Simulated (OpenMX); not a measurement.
The system is SiO2 (Cristobalite).

```xyz
12
Lattice="4.9820 0.0000 0.0000 0.0000 4.9820 0.0000 0.0000 0.0000 6.9630" Properties=species:S:1:pos:R:3 pbc="T T T"
Si    3.9805    1.0015    5.2222
Si    3.4925    3.4925    3.4815
Si    1.0015    3.9805    1.7408
Si    1.4895    1.4895    0.0000
O     0.5155    1.1951    5.7227
O     1.2959    3.0065    0.5004
O     4.4665    3.7869    2.2412
O     3.6861    1.9755    3.9819
O     3.0065    1.2959    6.4626
O     3.7869    4.4665    4.7218
O     1.9755    3.6861    2.9811
O     1.1951    0.5155    1.2403
```

Base run:

| Item | Value |
| --- | --- |
| Program | OpenMX 3.8.5 |
| Functional | PBE |
| Potentials or basis | OpenMX 2013 PBE set, Si7.0-s2p1d1, O6.0-s2p2, grid cutoff 400 Ry |
| k mesh | 7 × 7 × 5 |
| Occupations | fermi-dirac, width 0.05 eV |
| Spin | no spin polarisation |

Its results: band gap on the k mesh 6.22 eV, direct; pressure 11.2 GPa; largest force 0.551 eV/Å.

**Question.** The run is repeated on the same cell with these changes: functional from PBE to LDA; potentials or basis from OpenMX 2013 PBE set, Si7.0-s2p1d1, O6.0-s2p2, grid cutoff 400 Ry to OpenMX 2013 LDA set, Si7.0-s2p2d1, O6.0-s2p2d1, grid cutoff 400 Ry. What comes out?

**Answer.** Band gap on the k mesh 6.02 eV, direct; pressure 3.7 GPa; largest force 0.496 eV/Å.

Caveats: the cell was measured hot, at 340 K; the basis of atomic orbitals isn't converged, which shifts pressures, moduli and gaps.

Not every run made on this cell is shown here.
